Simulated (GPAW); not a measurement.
The system is Co.

```
Co
1.0
     2.47200    0.00000    0.00000
    -1.23600    2.14081    0.00000
     0.00000    0.00000    4.02114
Co
2
Direct
  0.66667 0.33333 0.75000
  0.33333 0.66667 0.25000
```

Base run:

| Quantity | Value |
| --- | --- |
| Program | GPAW 26.7.0 |
| Functional | TASK |
| Potentials or basis | GPAW PAW data sets (gpaw-data 1.2.1) |
| Cutoff | 600 eV |
| Basis | pw |
| k mesh | 9 × 9 × 5 |
| Occupations | fermi-dirac, width 0.05 eV |
| Spin | collinear spin, ferromagnetic start |
| Starting moments | [2.0, 2.0] μB |

Its results: pressure 7.0 GPa; net moment 3.74 μB per cell; site moments Co +2.03 μB.

Problem. The run is repeated on the same cell with these changes: functional from TASK to PBEsol; potentials or basis from GPAW PAW data sets (gpaw-data 1.2.1) to PAW data sets generated in the run's folder for this functional. What comes out?

Solution. Pressure -6.4 GPa; net moment 3.07 μB per cell; site moments Co +1.60 μB.

Caveats: the PAW data sets were made with another functional, which shifts forces and pressure a little (some runs).
